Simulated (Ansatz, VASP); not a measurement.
# Al16H21Cl3O33 (hydroxylated alpha-Al2O3(0001) with 3 of its OH changed to Cl) in two plane-wave programs

Wanted: the spread between two codes on one cell, functional and k mesh. The structure shown is the start of the Ansatz relaxation below; VASP solves that cell, so the two are compared at the walk's first step.

Program: Ansatz 0.2.0. Level of theory: plane waves, with VASP 6.6.1 beside it; single point at PBE with D3(BJ). Results are calculated unless marked as measured.

## (1) The structure

The cell holds 73 atoms: 16 Al, 33 O, 3 Cl and 21 H. Cell: a = 9.580 Å, b = 9.580 Å, c = 22.300 Å, α = 90.0°, β = 90.0°, γ = 120.0°. It derives from Al2O3 (hydroxylated alpha-Al2O3(0001)). As first built, before any earlier steps moved the atoms (in the runner's words): corundum (0001), 2 x 2 cells, three layers of O, the outer two all OH (lattice constants typed as starting values near PBE's), lower atoms held; 3 top OH groups nearest the cell's middle replaced by Cl, eased by MACE. Vacuum lies along c.

## (2) Ansatz: relaxation, PBE with D3(BJ)

Ansatz runs on its default PAW (the set named soft_2) files.

The two programs are compared at the cell with which this relaxation starts, whose forces are those of its first step.

input.yaml

```yaml
crystal:
  lattice:
    - [9.58, 0.0, 0.0]
    - [-4.79, 8.29652, 0.0]
    - [0.0, 0.0, 22.3]
  atoms:
    - { symbol: Al, position: [0.00466, 0.99967, 0.14506] }
    - { symbol: Al, position: [0.34152, 0.17488, 0.22824] }
    - { symbol: Al, position: [0.17243, 0.33447, 0.1296] }
    - { symbol: Al, position: [0.17453, 0.33806, 0.24399] }
    - { symbol: O, position: [0.16027, 0.99713, 0.08897] }
    - { symbol: O, position: [0.00684, 0.15992, 0.09075] }
    - { symbol: O, position: [0.34593, 0.35099, 0.08852] }
    - { symbol: O, position: [0.49573, 0.16645, 0.28158] }
    - { symbol: O, position: [0.32857, 0.31897, 0.28348] }
    - { symbol: O, position: [0.18451, 0.01503, 0.28033] }
    - { symbol: O, position: [0.01888, 0.33804, 0.18394] }
    - { symbol: O, position: [0.17414, 0.18151, 0.18519] }
    - { symbol: O, position: [0.32948, 0.49677, 0.18666] }
    - { symbol: Al, position: [0.0072, 0.50402, 0.14341] }
    - { symbol: Al, position: [0.32814, 0.67073, 0.22645] }
    - { symbol: Al, position: [0.18068, 0.84177, 0.1301] }
    - { symbol: Al, position: [0.17537, 0.84291, 0.24389] }
    - { symbol: O, position: [0.15963, 0.49363, 0.08782] }
    - { symbol: O, position: [0.02168, 0.67046, 0.08692] }
    - { symbol: O, position: [0.35142, 0.85359, 0.08948] }
    - { symbol: Cl, position: [0.49298, 0.67313, 0.31908] }
    - { symbol: O, position: [0.32922, 0.82222, 0.28161] }
    - { symbol: O, position: [0.17421, 0.51026, 0.27912] }
    - { symbol: O, position: [0.01834, 0.83773, 0.18575] }
    - { symbol: O, position: [0.1685, 0.68168, 0.18476] }
    - { symbol: O, position: [0.3293, 0.99537, 0.18521] }
    - { symbol: Al, position: [0.5093, 0.00478, 0.14351] }
    - { symbol: Al, position: [0.84562, 0.17204, 0.22841] }
    - { symbol: Al, position: [0.67219, 0.33892, 0.12895] }
    - { symbol: Al, position: [0.67423, 0.32465, 0.24436] }
    - { symbol: O, position: [0.66384, 0.00015, 0.08961] }
    - { symbol: O, position: [0.51036, 0.16528, 0.08959] }
    - { symbol: O, position: [0.8434, 0.354, 0.08652] }
    - { symbol: O, position: [0.00274, 0.1841, 0.28228] }
    - { symbol: O, position: [0.83893, 0.32195, 0.28036] }
    - { symbol: O, position: [0.6811, 0.01649, 0.2801] }
    - { symbol: O, position: [0.52291, 0.34176, 0.18734] }
    - { symbol: O, position: [0.67517, 0.18304, 0.18454] }
    - { symbol: O, position: [0.8272, 0.49354, 0.18458] }
    - { symbol: Al, position: [0.50269, 0.50417, 0.14446] }
    - { symbol: Al, position: [0.8497, 0.66923, 0.22246] }
    - { symbol: Al, position: [0.67546, 0.84003, 0.1284] }
    - { symbol: Al, position: [0.6734, 0.84047, 0.24682] }
    - { symbol: O, position: [0.65707, 0.49809, 0.08752] }
    - { symbol: O, position: [0.50793, 0.66727, 0.0914] }
    - { symbol: O, position: [0.84665, 0.84777, 0.08921] }
    - { symbol: O, position: [0.99646, 0.67815, 0.27908] }
    - { symbol: Cl, position: [0.85021, 0.85374, 0.32447] }
    - { symbol: Cl, position: [0.6809, 0.48871, 0.32132] }
    - { symbol: O, position: [0.51873, 0.83099, 0.18871] }
    - { symbol: O, position: [0.67422, 0.67827, 0.1946] }
    - { symbol: O, position: [0.82894, 0.98617, 0.18855] }
    - { symbol: H, position: [0.10072, 0.95211, 0.05214] }
    - { symbol: H, position: [0.02722, 0.13622, 0.05062] }
    - { symbol: H, position: [0.34563, 0.24834, 0.08789] }
    - { symbol: H, position: [0.48991, 0.21172, 0.31999] }
    - { symbol: H, position: [0.42741, 0.41898, 0.29361] }
    - { symbol: H, position: [0.21488, 0.03634, 0.32206] }
    - { symbol: H, position: [0.11226, 0.45217, 0.0489] }
    - { symbol: H, position: [0.07383, 0.66516, 0.05041] }
    - { symbol: H, position: [0.35782, 0.75476, 0.0872] }
    - { symbol: H, position: [0.43336, 0.92187, 0.28539] }
    - { symbol: H, position: [0.22036, 0.54154, 0.31903] }
    - { symbol: H, position: [0.76923, 0.09854, 0.08726] }
    - { symbol: H, position: [0.52907, 0.13152, 0.05089] }
    - { symbol: H, position: [0.85345, 0.41008, 0.04919] }
    - { symbol: H, position: [0.00277, 0.08398, 0.29142] }
    - { symbol: H, position: [0.94171, 0.42204, 0.28525] }
    - { symbol: H, position: [0.72269, 0.04326, 0.32067] }
    - { symbol: H, position: [0.59222, 0.45573, 0.05152] }
    - { symbol: H, position: [0.51641, 0.64793, 0.04939] }
    - { symbol: H, position: [0.84097, 0.74282, 0.0878] }
    - { symbol: H, position: [0.96056, 0.69435, 0.31796] }
kpoints:
  mp_grid: { grid: [1, 1, 1] }
hamiltonian:
  xc: pbe
  dispersion: d3bj
scf:
  occupations: { method: fermi_dirac, width: 0.025 }
output:
  forces: true
relax:
  f_tol: 0.05
  max_steps: 120
  constraints:
    - { sites: [0, 2, 4, 5, 6, 13, 15, 17, 18, 19, 26, 28, 30, 31, 32, 39, 41, 43, 44, 45, 52, 53, 54, 58, 59, 60, 63, 64, 65, 69, 70, 71], fix: xyz }
```

Run with:

```bash
$ ansatz run input.yaml --threads 4 --pin off --max-ram 8192MiB --backend cpu --events-out ev --progress --plain --runs-dir out
```

Numbers of over 12 decimals in the logs are rounded to 6 here.

Output:

```text
Engine: ansatz 0.2.0, aarch64-unknown-linux-gnu
Pseudopotentials: kind: paw
Pseudopotential: Al, paw, valence charge 3, recommended cutoff 420 eV (normal), Al.paw.azcp
Pseudopotential: O, paw, valence charge 6, recommended cutoff 420 eV (normal), O.paw.azcp
Pseudopotential: Cl, paw, valence charge 7, recommended cutoff 420 eV (normal), Cl.paw.azcp
Pseudopotential: H, paw, valence charge 1, recommended cutoff 420 eV (normal), H.paw.azcp
Functional definition: PBE
  parameter kappa = 0.804
  parameter beta = 0.066725
  exchange = pbe_x(kappa = kappa, mu = beta*pi^2/3)
  correlation = pbe_c(beta = beta)
Crystal: 73 atoms, lattice volume = 1772.419 Å³
Basis set: ecut = 420 eV, 34605 PW (Γ), exchange–correlation on 144×144×300 points (8 copies of the dense FFT grid, shifted against one another)
Bands: 217, of which v1, the nominal top of the filled ones, is band 144 counted from 1 (143 counted from 0)
Symmetry: 1 space group operations
Space group: P1 (ITA 1), of the structure as read, at distance tolerance 1.2e-4 Å
k-points: 1
Non-local potential: Al, projectors of the file, l = 0: 2, l = 1: 2, l = 2: 1
Non-local potential: O, projectors of the file, l = 0: 2, l = 1: 2, l = 2: 1
Non-local potential: Cl, projectors of the file, l = 0: 2, l = 1: 2, l = 2: 2
Non-local potential: H, projectors of the file, l = 0: 2, l = 1: 1
PAW form: soft (Blöchl's): semilocal exchange-correlation on the pseudo side does not see the compensation charge
PAW one-centre angular grid: Al, 110 points (default); XC on 64 Gauss nodes
PAW one-centre angular grid: O, 110 points (default); XC on 64 Gauss nodes
PAW one-centre angular grid: Cl, 110 points (default); XC on 64 Gauss nodes
PAW one-centre angular grid: H, 110 points (default); XC on 64 Gauss nodes
Initial density: superposition of atomic densities (neutral atoms: chi_scale 0, normalization atom), corrected by the library's trained network
Initial wavefunctions: pseudopotential atomic-orbital guess
Functional: x = pbe(κ = 0.804, μ = 0.219515), c = pbe(β = 0.066725)
SCF iter   1: F=—  HF=-30967.894349 eV  |F-HF|=—  |Δ(HF+E_count)|=         —  Δρ=1.83e-3  dr2=2.14e-1  ethr=1.77e-3  ⟨swp⟩=8.0  Hψ=1189  notcnv=0  defer=19
preconditioner: auto → Resta (q_TF=auto, 2.015 Å⁻¹)  ε∞=1.9  [insulator: Δε(μ)=3.734 eV  Ē_g=15.426 eV  σ=0.025 eV  W_gap=1.00  n_scr=224 (ndim 8)  ℏωp=15.0 eV  f_vac=0.643  D(μ)=0.00/eV (n_scr^D=0)  ε∞_Penn≈1.9  vacuum switching on, ρ_ref=1.7e-2 e/Å³]
SCF iter   2: F=—  HF=-30967.836371 eV  |F-HF|=—  |Δ(HF+E_count)|=   5.80e-2  Δρ=1.07e-3  dr2=2.39e-2  ethr=7.43e-5  ⟨swp⟩=4.0  Hψ=370  notcnv=0  defer=68
SCF iter   3: F=—  HF=-30967.834824 eV  |F-HF|=—  |Δ(HF+E_count)|=   1.55e-3  Δρ=4.95e-4  dr2=4.03e-3  ethr=8.30e-6  ⟨swp⟩=3.0  Hψ=267  notcnv=0  defer=68
SCF iter   4: F=—  HF=-30967.835557 eV  |F-HF|=—  |Δ(HF+E_count)|=   7.33e-4  Δρ=2.22e-4  dr2=5.94e-4  ethr=1.40e-6  ⟨swp⟩=3.0  Hψ=323  notcnv=0  defer=68
SCF iter   5: F=—  HF=-30967.835676 eV  |F-HF|=—  |Δ(HF+E_count)|=   1.19e-4  Δρ=7.53e-5  dr2=7.76e-5  ethr=2.06e-7  ⟨swp⟩=4.0  Hψ=285  notcnv=0  defer=68
SCF iter   6: F=-30967.835669 eV  HF=-30967.835669 eV  |F-HF|=6.46e-7  |Δ(HF+E_count)|=   7.70e-6  Δρ=2.08e-5  dr2=4.86e-6  ethr=2.17e-8  ⟨swp⟩=5.0  Hψ=633  notcnv=0
SCF 1 converged in 6 iterations: F = -30967.835669 eV  dr2 = 4.86e-6
  greatest PAW one-centre occupation: 0.911 electrons in one spin orbital (limit 2), on the Cl atom at site 48 (counted from 0), in its partial waves of l = 0
relax step   1: F+E_penalty+E_count = -30967.83566935 eV  Δ(F+E_penalty+E_count) = +0.000e0 eV  max|allowed force component| = 5.364e-1 eV/Å  Δτ_max = 0.0000 Å  (6 SCF iters, dr2 threshold 6.25e-5 eV, accepted)
Initial density: handed on by an earlier stage of this run
Initial wavefunctions: those handed on with the density
iter 1 solved again at ethr=4.93e-5 eV; its pass at ethr=3.10e-3 eV (dr2=1.42e-1 eV) is discarded
SCF iter   1: F=—  HF=-30967.938975 eV  |F-HF|=—  |Δ(HF+E_count)|=         —  Δρ=2.86e-3  dr2=1.44e-1  ethr=4.93e-5  ⟨swp⟩=2.0  Hψ=609  notcnv=0  defer=66
preconditioner: auto → Resta (q_TF=auto, 2.015 Å⁻¹)  ε∞=1.9  [insulator: Δε(μ)=3.333 eV  Ē_g=15.572 eV  σ=0.025 eV  W_gap=1.00  n_scr=224 (ndim 8)  ℏωp=15.0 eV  f_vac=0.644  D(μ)=0.00/eV (n_scr^D=0)  ε∞_Penn≈1.9  vacuum switching on, ρ_ref=1.8e-2 e/Å³]
SCF iter   2: F=—  HF=-30967.903790 eV  |F-HF|=—  |Δ(HF+E_count)|=   3.52e-2  Δρ=1.26e-3  dr2=1.14e-2  ethr=4.93e-5  ⟨swp⟩=3.0  Hψ=258  notcnv=0  defer=66
SCF iter   3: F=—  HF=-30967.902480 eV  |F-HF|=—  |Δ(HF+E_count)|=   1.31e-3  Δρ=4.94e-4  dr2=1.85e-3  ethr=3.96e-6  ⟨swp⟩=2.0  Hψ=368  notcnv=0  defer=66
SCF iter   4: F=—  HF=-30967.902611 eV  |F-HF|=—  |Δ(HF+E_count)|=   1.31e-4  Δρ=1.49e-4  dr2=2.28e-4  ethr=6.43e-7  ⟨swp⟩=2.0  Hψ=288  notcnv=0  defer=66
[...]
atom  13  O      0.00112551     0.00367030     0.00661908
  atom  14  Al     0.08585945    -0.18243174    -0.35060538
  atom  15  Al    -0.00004345     0.00410401    -0.00302649
  atom  16  Al     0.06976334     0.01972093    -0.54139094
  atom  17  Al    -0.00729050     0.00998099     0.00403393
  atom  18  O      0.08006074     0.14781173    -0.15011537
  atom  19  O     -0.17382494    -0.04220219    -0.08896243
  atom  20  O      0.17373770    -0.09215390    -0.00756647
  atom  21  Cl    -0.00294808    -0.00345579     0.00256168
  atom  22  O     -0.00023868    -0.00777568    -0.00178834
  atom  23  O     -0.00364923     0.02450758    -0.00866073
  atom  24  O     -0.00139526    -0.00032136    -0.00307502
  atom  25  O      0.00628983     0.00039397    -0.00518939
  atom  26  O      0.00248928    -0.00054247    -0.00074475
  atom  27  Al    -0.11158334     0.04431390    -0.14460807
  atom  28  Al     0.00082992    -0.00153639    -0.00906138
  atom  29  Al    -0.08234088    -0.24522165    -0.06826262
  atom  30  Al     0.02837705     0.00881030    -0.00558088
  atom  31  O      0.00570449    -0.17040624     0.07668394
  atom  32  O     -0.07732287     0.13211769    -0.08994763
  atom  33  O      0.03819060    -0.01845022    -0.09262361
  atom  34  O      0.01109593     0.00401585     0.00513044
  atom  35  O     -0.01729867     0.00384280     0.00499388
  atom  36  O     -0.00791554    -0.01097921    -0.00586594
[...]
atom  66  H     -0.02512489     0.01789523     0.17395469
  atom  67  H     -0.00118292    -0.00795371    -0.00001800
  atom  68  H      0.00890053     0.00624429    -0.00626494
  atom  69  H     -0.00119385     0.00529616    -0.00433170
  atom  70  H     -0.01506224     0.01493704     0.15354444
  atom  71  H      0.10500371     0.01580393     0.12909419
  atom  72  H     -0.00697255     0.05452468    -0.09468969
  atom  73  H     -0.01121977     0.00502653     0.00127638
  max |Σ_I F_I| component: 1.22e-4 eV/Å
--- Relaxed structure (7 steps of the walk, 6 accepted, 0 SCFs on fresh bases) ---
  F+E_penalty+E_count = -30967.97622156 eV   max|allowed force component| = 2.838e-2 eV/Å
  atoms:
    - { symbol: Al, position: [0.00466, 0.999670, 0.14506] }
    - { symbol: Al, position: [0.339077, 0.171304, 0.227995] }
    - { symbol: Al, position: [0.17243, 0.33447, 0.1296] }
    - { symbol: Al, position: [0.173857, 0.336616, 0.244228] }
    - { symbol: O, position: [0.160270, 0.99713, 0.08897] }
    - { symbol: O, position: [0.00684, 0.15992, 0.090750] }
    - { symbol: O, position: [0.345930, 0.350990, 0.08852] }
    - { symbol: O, position: [0.494266, 0.161780, 0.280534] }
    - { symbol: O, position: [0.326571, 0.314922, 0.283542] }
    - { symbol: O, position: [0.182815, 0.011975, 0.279759] }
    - { symbol: O, position: [0.018138, 0.337316, 0.183638] }
    - { symbol: O, position: [0.173296, 0.180830, 0.185097] }
    - { symbol: O, position: [0.329112, 0.495430, 0.186813] }
    - { symbol: Al, position: [0.0072, 0.504020, 0.14341] }
    - { symbol: Al, position: [0.329017, 0.669987, 0.227252] }
    - { symbol: Al, position: [0.180680, 0.841770, 0.1301] }
    - { symbol: Al, position: [0.173524, 0.839952, 0.243903] }
    - { symbol: O, position: [0.15963, 0.49363, 0.08782] }
    - { symbol: O, position: [0.021680, 0.67046, 0.08692] }
    - { symbol: O, position: [0.351420, 0.853590, 0.08948] }
    - { symbol: Cl, position: [0.492262, 0.669902, 0.313183] }
    - { symbol: O, position: [0.328254, 0.822467, 0.281371] }
    - { symbol: O, position: [0.171317, 0.507860, 0.278539] }
    - { symbol: O, position: [0.017145, 0.836240, 0.186008] }
    - { symbol: O, position: [0.169271, 0.681201, 0.184610] }
    - { symbol: O, position: [0.328478, 0.994384, 0.185026] }
    - { symbol: Al, position: [0.5093, 0.00478, 0.14351] }
    - { symbol: Al, position: [0.844899, 0.172203, 0.228428] }
    - { symbol: Al, position: [0.672190, 0.33892, 0.12895] }
    - { symbol: Al, position: [0.671286, 0.322067, 0.243704] }
    - { symbol: O, position: [0.663840, 0.00015, 0.08961] }
    - { symbol: O, position: [0.510360, 0.16528, 0.08959] }
    - { symbol: O, position: [0.843400, 0.354, 0.08652] }
    - { symbol: O, position: [0.00122868, 0.183557, 0.282014] }
    - { symbol: O, position: [0.836874, 0.321130, 0.279897] }
    - { symbol: O, position: [0.679581, 0.015445, 0.279310] }
    - { symbol: O, position: [0.520975, 0.339817, 0.187152] }
    - { symbol: O, position: [0.675120, 0.182465, 0.184189] }
    - { symbol: O, position: [0.826303, 0.492523, 0.184255] }
    - { symbol: Al, position: [0.502690, 0.50417, 0.14446] }
    - { symbol: Al, position: [0.846524, 0.667025, 0.223889] }
    - { symbol: Al, position: [0.67546, 0.840030, 0.1284] }
    - { symbol: Al, position: [0.672689, 0.840906, 0.245424] }
    - { symbol: O, position: [0.65707, 0.498090, 0.08752] }
    - { symbol: O, position: [0.50793, 0.667270, 0.0914] }
    - { symbol: O, position: [0.84665, 0.847770, 0.08921] }
    - { symbol: O, position: [0.997553, 0.671746, 0.278337] }
    - { symbol: Cl, position: [0.854219, 0.853451, 0.316515] }
    - { symbol: Cl, position: [0.677809, 0.492582, 0.314059] }
    - { symbol: O, position: [0.517878, 0.831688, 0.187917] }
    - { symbol: O, position: [0.673681, 0.678842, 0.192987] }
    - { symbol: O, position: [0.828839, 0.987393, 0.187903] }
    - { symbol: H, position: [0.100720, 0.95211, 0.05214] }
    - { symbol: H, position: [0.02722, 0.13622, 0.050620] }
    - { symbol: H, position: [0.34563, 0.248340, 0.08789] }
    - { symbol: H, position: [0.485765, 0.199037, 0.320003] }
    - { symbol: H, position: [0.426274, 0.414535, 0.292806] }
    - { symbol: H, position: [0.207162, 0.035535, 0.321698] }
    - { symbol: H, position: [0.11226, 0.45217, 0.0489] }
    - { symbol: H, position: [0.07383, 0.66516, 0.05041] }
    - { symbol: H, position: [0.357820, 0.75476, 0.0872] }
    - { symbol: H, position: [0.430338, 0.924461, 0.284772] }
    - { symbol: H, position: [0.207775, 0.534696, 0.319557] }
    - { symbol: H, position: [0.76923, 0.09854, 0.08726] }
    - { symbol: H, position: [0.529070, 0.131520, 0.05089] }
    - { symbol: H, position: [0.85345, 0.41008, 0.04919] }
    - { symbol: H, position: [0.00264263, 0.083688, 0.289326] }
    - { symbol: H, position: [0.938998, 0.422256, 0.283751] }
    - { symbol: H, position: [0.720816, 0.040922, 0.319865] }
    - { symbol: H, position: [0.59222, 0.45573, 0.05152] }
    - { symbol: H, position: [0.51641, 0.64793, 0.04939] }
    - { symbol: H, position: [0.84097, 0.74282, 0.0878] }
    - { symbol: H, position: [0.968901, 0.682880, 0.318964] }
```

(Continued in part 2 of 3.)

[Lines on the potential files, build, host, timing and source positions are cut from VASP's logs without a mark.]

[Logs are printed without paths, hosts, clocks, repeated set-up lines and the standing remarks that a program may print on its own settings, such as how far it seeks lower states.]

[Hosts, paths, dates, database ids (printed as entryN), source tags and the programs' standing remarks are cut or masked in the printed files.]
